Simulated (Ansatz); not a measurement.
Al (simple hexagonal type) under strong compression

```yaml
crystal:
  lattice:
    - [2.78068, 0.00000, 0.00000]
    - [-1.39034, 2.40814, 0.00000]
    - [0.00000, 0.00000, 2.80393]
  atoms:
    - { symbol: Al, position: [0.00000, 0.00000, 0.00000] }
```

The cell comes from a relaxation on PAW files under the same functional, begun from a prototype that needn't be the stable phase.

Its volume is scaled, and at each volume shape and atoms are relaxed on PAW files; all methods then take that cell.

Computed with Ansatz 0.2.0; functional PBE, scalar-relativistic. Settings: a Γ-centred 16×16×15 k mesh, Fermi–Dirac smearing of 0.08 eV, no spin polarisation. Methods: LAPW: all electrons, basis error target 1 meV/atom; PAW: frozen-core files, cutoff 420 eV; crystal datasets: all electrons, by PAW datasets that the program makes for each cell; norm-conserving: pseudopotentials, cutoff 544 eV; PAW (partial waves polarizable): frozen-core files, cutoff 420 eV.

Energies are extrapolated to zero smearing and count from the unscaled cell; pressure is positive in compression; gaps take the mesh and a band path. No temperature or zero-point motion is included.

```json
{"V/V0": "1.00", "V (Å³/atom)": "18.78", "P LAPW (GPa)": "-0.02", "ΔE LAPW (eV/atom)": "0.000", "P PAW − LAPW (GPa)": "0.01", "ΔE PAW − LAPW (meV/atom)": "0.0", "space group": "P6/mmm", "shortest distance (Å)": "2.781"}
{"V/V0": "0.88", "V (Å³/atom)": "16.52", "P LAPW (GPa)": "10.78", "ΔE LAPW (eV/atom)": "0.067", "P PAW − LAPW (GPa)": "0.05", "ΔE PAW − LAPW (meV/atom)": "0.5", "space group": "P6/mmm", "shortest distance (Å)": "2.670"}
{"V/V0": "0.78", "V (Å³/atom)": "14.65", "P LAPW (GPa)": "26.9", "ΔE LAPW (eV/atom)": "0.279", "P PAW − LAPW (GPa)": "0.13", "ΔE PAW − LAPW (meV/atom)": "1.6", "space group": "P6/mmm", "shortest distance (Å)": "2.557"}
{"V/V0": "0.68", "V (Å³/atom)": "12.77", "P LAPW (GPa)": "54.5", "ΔE LAPW (eV/atom)": "0.740", "P PAW − LAPW (GPa)": "0.28", "ΔE PAW − LAPW (meV/atom)": "4.0", "space group": "P6/mmm", "shortest distance (Å)": "2.429"}
{"V/V0": "0.58", "V (Å³/atom)": "10.89", "P LAPW (GPa)": "104.0", "ΔE LAPW (eV/atom)": "1.639", "P PAW − LAPW (GPa)": "0.50", "ΔE PAW − LAPW (meV/atom)": "8.6", "space group": "P6/mmm", "shortest distance (Å)": "2.287"}
{"V/V0": "0.50", "V (Å³/atom)": "9.39", "P LAPW (GPa)": "?", "ΔE LAPW (eV/atom)": "?", "P PAW − LAPW (GPa)": "?", "ΔE PAW − LAPW (meV/atom)": "?", "space group": "?", "shortest distance (Å)": "?"}
{"V/V0": "0.43", "V (Å³/atom)": "8.07", "P LAPW (GPa)": "278.3", "ΔE LAPW (eV/atom)": "4.729", "P PAW − LAPW (GPa)": "0.45", "ΔE PAW − LAPW (meV/atom)": "19.1", "space group": "P6/mmm", "shortest distance (Å)": "2.044"}
```

Q: Fit the Vinet equation to the LAPW pressures shown (residuals weighted by 1/(|P| + 0.03·Pmax)), and predict the pressure of the withheld row.

A: The fit gives V0 = 18.77 Å³/atom, B0 = 64.5 GPa and B0′ = 4.28. At 9.39 Å³/atom, x = (V/V0)^(1/3) = 0.7938, and P = 3·B0·(1 − x)/x²·exp[1.5·(B0′ − 1)·(1 − x)] = 174.5 GPa. The run itself gave 174.0 GPa (+0.3 % off) and ΔE = 2.911 eV/atom.

Q: At the smallest volume, how far do crystal datasets and norm-conserving and PAW (partial waves polarizable) lie from LAPW in pressure?

A: crystal datasets: 0.00 GPa; norm-conserving: -2.41 GPa; PAW (partial waves polarizable): +0.45 GPa, on a LAPW pressure of 278.3 GPa.

Q: How do the Löwdin populations by LAPW change from the unscaled cell to the last row?

A: Al 2s 1.98 → 1.93, Al 3s 1.00 → 0.73, Al 3p 1.99 → 2.27 electrons an atom. These are projections on the shells that the free atoms fill; 0.03 e a cell lies outside them at the start and 0.10 e at the end.
